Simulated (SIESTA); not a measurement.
The system is MgSe.

```xyz
2
Lattice="0.0000 2.7255 2.7255 2.7255 0.0000 2.7255 2.7255 2.7255 0.0000" Properties=species:S:1:pos:R:3 pbc="T T T"
Se    2.7255    2.7255    2.7255
Mg    0.0000    0.0000    0.0000
```

Base run:

```yaml
Program: SIESTA 5.4.2
Functional: PW91
Potentials_or_basis: PseudoDojo 0.4 standard (PBE files)
Basis: DZP (energy shift 0.003 Ry; two zetas on semicore shells)
Grid_cutoff: 800 Ry
Energy_shift: 0.003 Ry
k_mesh: 8 × 8 × 8
Occupations: fermi-dirac, width 0.05 eV
Spin: no spin polarisation
```

Its results: band gap on the k mesh 1.96 eV, indirect (least direct gap 2.69 eV); pressure 3.9 GPa.

Problem. The run is repeated on the same cell with these changes: functional from PW91 to RPBE. What comes out?

Solution. Band gap on the k mesh 2.03 eV, indirect (least direct gap 2.79 eV); pressure 6.2 GPa.

RPBE binds less tightly than PW91, so the same cell stands under more pressure.

Caveats: the potentials were made for another functional, which shifts forces and pressure; the basis of atomic orbitals isn't converged, which shifts pressures, moduli and gaps.
